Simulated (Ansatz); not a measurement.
SiO2: ε∞ with and without local fields

Plane-wave DFT in Ansatz with scalar-relativistic PAW potentials. The crystal relaxes under PBE to P6_322 with a = 5.099 Å, c = 8.629 Å, 16.19 Å³/atom. No spin polarisation. This form isn't the usual stable structure of the compound.

A sum over independent transitions (LDA, gap on the mesh 5.42 eV) gives a mean ε∞ of 2.30.

**Question.** What does self-consistent linear response to a field give, and why do the two differ?

**Answer.** 2.18, which is 5.3 % lower. The response calculation lets the induced density act back: the Hartree local fields oppose the polarisation and lower ε∞, more so where the density is uneven, while the exchange-correlation kernel raises it again by part of that. The net effect here is a decrease, as usual.